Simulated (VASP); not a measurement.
WSe2: relaxation of cell and atoms with PBE+D3(BJ)

The system is WSe2.

```
W Se
1.0
     3.28135    0.00000    0.00000
    -1.64068    2.84173    0.00000
     0.00000    0.00000   12.79176
W Se
2 4
Cartesian
  0.0000 1.8945 3.1979
  1.6407 0.9472 9.5938
  0.0000 1.8945 7.9078
  1.6407 0.9472 1.5119
  0.0000 1.8945 11.2798
  1.6407 0.9472 4.8840
```

- Program: VASP 6.6.1
- Task: relaxation of cell and atoms
- Functional: PBE
- Dispersion: D3(BJ)
- Potentials or basis: VASP PAW PBE potentials, release 64 (W_sv, Se)
- Cutoff: 600 eV
- k mesh: 9 × 9 × 2
- Occupations: gaussian, width 0.03 eV
- Spin: no spin polarisation
- Further INCAR settings: ALGO = Normal; EDIFF = 1e-07; IBRION = 2; EDIFFG = -0.005; NSW = 90; ISIF = 3

| Quantity | Value |
| --- | --- |
| Pressure after relaxing | 0.0 GPa |
| Band gap on the k mesh | 0.99 eV, indirect (least direct gap 1.56 eV) |
| Dispersion energy per atom | -0.475 eV |

Final structure:
```
W Se
1.0
     3.28135    0.00000    0.00000
    -1.64068    2.84173    0.00000
     0.00000    0.00000   12.79176
W Se
2 4
Direct
  0.33333 0.66667 0.25000
  0.66667 0.33333 0.75000
  0.33333 0.66667 0.61820
  0.66667 0.33333 0.11820
  0.33333 0.66667 0.88180
  0.66667 0.33333 0.38180
```

Levels at points of the mesh, in eV from the valence-band top:
| k point | band 23 | band 24 | band 25 | band 26 | band 27 | band 28 | band 29 | band 30 |
| --- | --- | --- | --- | --- | --- | --- | --- | --- |
| (0.00, 0.00, 0.00) | -1.45 | -1.19 | -0.96 | 0.00 | 2.62 | 2.63 | 2.67 | 2.68 |
| (0.00, 0.00, 0.50) | -1.49 | -1.49 | -0.20 | -0.20 | 2.62 | 2.62 | 2.62 | 2.62 |

Run time: 42 s on 8 MPI ranks on Intel(R) Xeon(R) Platinum 8559C (Emerald Rapids), with other jobs on the host, peak memory 0.36 GiB a rank.

Caveat: the relaxation stopped at its first step, so nothing moved; spin-orbit coupling is left out, which moves the levels of the heavy elements; an odd mesh through Γ misses points on the zone boundary, where band edges often lie.
